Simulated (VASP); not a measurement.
Wanted: the native input for a VASP 6.6.1 run.

| Property | Result |
| --- | --- |
| Task | band structure |
| Functional | PBE |
| Dispersion | D3(BJ) |
| Potentials or basis | VASP PAW PBE potentials, release 64 (Rh_pv) |
| Cutoff | 520 eV |
| k mesh | 16 × 16 × 16 |
| Occupations | methfessel-paxton, width 0.1 eV |
| Spin | no spin polarisation |
| Further INCAR settings | ALGO = Fast; EDIFF = 1e-07; NBANDS = 14 |

The structure of Rh lies in POSCAR:

```
Rh                                      
1.0
    0.0000000000      1.8965671866      1.8965671866
    1.8965671866      0.0000000000      1.8965671866
    1.8965671866      1.8965671866      0.0000000000
  Rh            
     1
Direct
     0.0000000000000000    0.0000000000000000    0.0000000000000000
```

These files were run (other wordings do the same):

INCAR

```
PREC = Accurate
ENCUT = 520
EDIFF = 1E-7
ISMEAR = 1
SIGMA = 0.1
LREAL = False
LASPH = True
NELM = 80
ALGO = Fast
ISIF = 2
LWAVE = False
LCHARG = False
LMAXMIX = 4
GGA = PE
IVDW = 12
NBANDS = 14
ICORELEVEL = 1
```

KPOINTS

```
regular mesh
0
Gamma
  16 16 16
```

KPOINTS_OPT

```
explicit points
206
Reciprocal
 0.0000000000  0.0000000000  0.0000000000 1
 0.0263157895  0.0000000000  0.0263157895 1
 0.0526315789  0.0000000000  0.0526315789 1
 0.0789473684  0.0000000000  0.0789473684 1
 0.1052631579  0.0000000000  0.1052631579 1
 0.1315789474  0.0000000000  0.1315789474 1
[... 198 lines left out ...]
 0.5000000000  0.2500000000  0.7500000000 1
 0.5000000000  0.0000000000  0.5000000000 1
```

Potentials or basis: VASP PAW PBE potentials, release 64 (Rh_pv).

Run with:

```console
$ cat potpaw_PBE.64/Rh_pv/POTCAR > POTCAR
$ mpirun -np 1 vasp_std > vasp.out
```

Results of the run:

```
Pressure                   : 0.1 GPa
Band gap along the path    : none (metal or under the smearing width)
Dispersion energy per atom : -0.652 eV
```

Caveat: pairwise dispersion overbinds metals, which lowers pressure and volume.

Run time: 26 s on 1 thread of Intel(R) Xeon(R) Platinum 8488C (Sapphire Rapids), on a shared host, peak memory 0.16 GiB.
